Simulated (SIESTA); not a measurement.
The system is ZnS.

```xyz
2
Lattice="0.0000 2.7020 2.7020 2.7020 0.0000 2.7020 2.7020 2.7020 0.0000" Properties=species:S:1:pos:R:3 pbc="T T T"
Zn    4.0530    4.0530    4.0530
S     0.0000    0.0000    0.0000
```

Base run:

* Program: SIESTA 5.4.2
* Functional: vdW-DF-cx
* Potentials or basis: PseudoDojo 0.4 standard (PBE files)
* Basis: DZP (energy shift 0.003 Ry; two zetas on semicore shells)
* Grid cutoff: 800 Ry
* Energy shift: 0.003 Ry
* k mesh: 9 × 9 × 9
* Occupations: fermi-dirac, width 0.05 eV
* Spin: no spin polarisation

Its results: band gap on the k mesh 2.39 eV, direct; pressure 0.3 GPa.

**Question.** The run is repeated on the same cell with these changes: functional from vdW-DF-cx to BLYP. What comes out?

**Answer.** Band gap on the k mesh 2.48 eV, direct; pressure 6.1 GPa.

Caveats: short orbitals over semicore shells can move pressures by several GPa; the valence orbitals were made in a potential fitted to the semicore shell under them, which widens gaps by tenths of an eV or more; the potentials were made for another functional, which shifts forces and pressure; the basis of atomic orbitals isn't converged, which shifts pressures, moduli and gaps.
